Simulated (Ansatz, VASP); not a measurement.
Hf in VASP and in Ansatz

File INCAR:

```
SYSTEM = Hf
ALGO = Fast
EDIFF = 1E-7
ENCUT = 520
GGA = PE
ISIF = 2
ISMEAR = 0
LASPH = .True.
LCHARG = .False.
LREAL = .False.
LWAVE = .False.
NBANDS = 11
NELM = 100
PREC = Accurate
SIGMA = 0.1
```

File KPOINTS:

```
k-points
0
Gamma
  8 8 8
  0 0 0
```

POSCAR

```
Hf
1.0
   -1.8050000000      1.8050000000      1.8050000000
    1.8050000000     -1.8050000000      1.8050000000
    1.8050000000      1.8050000000     -1.8050000000
Hf
1
Direct
    0.0000000000      0.0000000000      0.0000000000
```

Input for Ansatz:

```yaml
crystal:
  lattice:
    - [-1.805, 1.805, 1.805]
    - [1.805, -1.805, 1.805]
    - [1.805, 1.805, -1.805]
  atoms:
    - { symbol: Hf, position: [0.0, 0.0, 0.0] }
basis:
  ecutwfc: 420
kpoints:
  mp_grid: { grid: [8, 8, 8] }
hamiltonian:
  xc: pbe
scf:
  occupations: { method: gaussian, width: 0.1 }
output:
  forces: true
  stress: true
  eigenvalues: true
```

This isn't the form of Hf at room conditions, which is hcp.

Alike in both runs: task single point; functional PBE; k mesh 8 × 8 × 8; occupations gaussian, width 0.1 eV; no spin polarisation.

```csv
,VASP,Ansatz
version,VASP 6.6.1,Ansatz 0.2.0
potentials or method,"VASP PAW PBE potentials, release 64 (Hf_pv)","scalar-relativistic, plane waves, PAW"
plane-wave cutoff (eV),520,420
valence electrons in the cell,10,26
```

Ansatz gave:

| Property | Result |
| --- | --- |
| gap on the k mesh at the Fermi level (eV) | none |
| pressure (GPa) | -5.3 |

Question: Estimate VASP's values.

Answer: gap on the k mesh at the Fermi level (eV): none; pressure (GPa): -5.6.

A gap of «none» marks a metal or a gap that the smearing closes. The two sets of potentials don't hold the same shells in valence.

Spin-orbit coupling is left out, which matters for the levels of Hf.
